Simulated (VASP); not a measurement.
Na, 2 atoms in the cell. The typed cell holds 2 atoms: a = 3.767 Å, b = 3.767 Å, c = 6.154 Å, α = 90.00°, β = 90.00°, γ = 120.00°. This isn't the form of Na at room conditions, which is bcc. The cell isn't the ideal one: atoms moved at random, drawn with an rms of 0.02 Å.

* Program: VASP 6.6.1
* Task: electric field gradients
* Functional: r2SCANh
* Potentials or basis: VASP PAW PBE potentials, release 64 (Na_pv)
* Cutoff: 520 eV
* k mesh: 4 × 4 × 3
* Occupations: fermi-dirac, width 0.1 eV
* Spin: no spin polarisation
* Grid for exact exchange (PRECFOCK): Normal
* Exchange at q = 0: default
* Further INCAR settings: ALGO = Normal; EDIFF = 1e-08

Potentials or basis: VASP PAW PBE potentials, release 64 (Na_pv).

The run is started by

```console
$ cat potpaw_PBE.64/Na_pv/POTCAR > POTCAR
$ cp INCAR.step1 INCAR
$ mpirun -np 1 vasp_std > vasp.out
$ cp INCAR.step2 INCAR
$ mpirun -np 1 vasp_std > vasp.out
```

Hardware: 1 thread of Intel(R) Xeon(R) 6975P-C (Granite Rapids), on a shared host.

Q: How long does it take, and how much memory?

A: Run time: 15 min on 1 thread of Intel(R) Xeon(R) 6975P-C (Granite Rapids) (shared host), peak memory 0.2 GiB. Counts: scf iterations 31, k points 26.
